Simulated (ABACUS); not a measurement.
An input for ABACUS 3.10.1 (Pd):

Contents of run_abacus.py:

```python
"""ABACUS run from a structure file: ASE reads it, the script writes STRU, KPT and INPUT."""
import re
import subprocess
from ase.io import read
from ase.units import Bohr

atoms = read("POSCAR")
atoms = atoms[(-atoms.numbers).argsort(kind="stable")]  # ABACUS lists atoms element by element
pseudo = {'Pd': '46_Pd_18_1.9_2.2_pbe_n_v1.0.upf'}
orbital = {'Pd': 'Pd_confined-atom_7au_1s1p1d.orb'}
magmoms = None
kmesh = [11, 11, 11]
params = {
    'suffix': 'Pd',
    'calculation': 'scf',
    'basis_type': 'lcao',
    'pseudo_dir': './',
    'orbital_dir': './',
    'symmetry': 1,
    'dft_functional': 'pbe',
    'ecutwfc': 100,
    'pseudo_rcut': 10,
    'nspin': 1,
    'nbands': 9,
    'ks_solver': 'genelpa',
    'smearing_method': 'fd',
    'smearing_sigma': 0.00367493,
    'scf_thr': 1e-07,
    'scf_nmax': 100,
    'mixing_type': 'broyden',
    'mixing_beta': 0.7,
    'cal_force': 1,
    'cal_stress': 1,
    'out_mul': 1,
    'out_chg': 1,
}

symbols = atoms.get_chemical_symbols()
elements = list(dict.fromkeys(symbols))
lines = ["ATOMIC_SPECIES"] + [f"{e} {atoms.get_masses()[symbols.index(e)]:.4f} {pseudo[e]}" for e in elements]
if orbital:
    lines += ["", "NUMERICAL_ORBITAL"] + [orbital[e] for e in elements]
lines += ["", "LATTICE_CONSTANT", f"{1 / Bohr:.10f}", "", "LATTICE_VECTORS"]
lines += [" ".join(f"{x:.10f}" for x in v) for v in atoms.cell]
lines += ["", "ATOMIC_POSITIONS", "Direct"]
for e in elements:
    lines += ["", e, "0.0", str(symbols.count(e))]
    for i, p in enumerate(atoms.get_scaled_positions(wrap=False)):
        if symbols[i] == e:
            mag = "" if magmoms is None else " mag " + " ".join(str(x) for x in (magmoms[i] if isinstance(magmoms[i], list) else [magmoms[i]]))
            lines.append(" ".join(f"{x:.10f}" for x in p) + " 1 1 1" + mag)
open("STRU", "w").write("\n".join(lines) + "\n")
open("KPT", "w").write("K_POINTS\n0\nGamma\n%d %d %d 0 0 0\n" % tuple(kmesh))
open("INPUT", "w").write("INPUT_PARAMETERS\n" + "".join(f"{k:<20s}{v}\n" for k, v in params.items()))

done = subprocess.run(['mpirun', '-np', '4', 'abacus'])
if done.returncode:
    raise SystemExit(done.returncode)
log = open("OUT.Pd/running_scf.log").read()
print("final energy (eV):", re.findall(r"FINAL_ETOT_IS (\S+)", log))
```

The input POSCAR:

```
Pd
1.0
    0.0000000000      1.9465000000      1.9465000000
    1.9465000000      0.0000000000      1.9465000000
    1.9465000000      1.9465000000      0.0000000000
Pd
1
Direct
    0.0000000000      0.0000000000      0.0000000000
```

Potentials or basis: SPMS ONCV 1.0 PBE, SZ LCAO (the cutoffs set its grid).

Command:

```console
$ OMP_NUM_THREADS=1 python run_abacus.py > log
```

Does this run start?

The run stopped without a result. It printed:

running log:

```text
ABACUS v3.10.1

               Atomic-orbital Based Ab-initio Computation at UStc

 ------------------------------------------------------------------------------------

 READING GENERAL INFORMATION
                           global_out_dir = OUT.Pd/
                           global_in_card = INPUT
                               pseudo_dir = ./
[... 55 lines left out ...]
            AUTOSET number of electrons:  = 18
                           occupied bands = 9
 !!!!!!!!!!!!!!!!!!!!!!!!!!!!!!!!!!!!!!!!!!!!!!!!!!!!!!!!!
                         NOTICE
 !!!!!!!!!!!!!!!!!!!!!!!!!!!!!!!!!!!!!!!!!!!!!!!!!!!!!!!!!

 for smearing, num. of bands > num. of occupied bands
 CHECK IN FILE : OUT.Pd/warning.log

 !!!!!!!!!!!!!!!!!!!!!!!!!!!!!!!!!!!!!!!!!!!!!!!!!!!!!!!!!
                         NOTICE
 !!!!!!!!!!!!!!!!!!!!!!!!!!!!!!!!!!!!!!!!!!!!!!!!!!!!!!!!!
 Check in file : OUT.Pd/warning.log
```

On the terminal:

```text
ABACUS v3.10.1

               Atomic-orbital Based Ab-initio Computation at UStc

 !!!!!!!!!!!!!!!!!!!!!!!!!!!!!!!!!!!!!!!!!!!!!!!!!!!!!!!!!
                         NOTICE
 !!!!!!!!!!!!!!!!!!!!!!!!!!!!!!!!!!!!!!!!!!!!!!!!!!!!!!!!!

 for smearing, num. of bands > num. of occupied bands
 CHECK IN FILE : OUT.Pd/warning.log

 !!!!!!!!!!!!!!!!!!!!!!!!!!!!!!!!!!!!!!!!!!!!!!!!!!!!!!!!!
                         NOTICE
 !!!!!!!!!!!!!!!!!!!!!!!!!!!!!!!!!!!!!!!!!!!!!!!!!!!!!!!!!
```
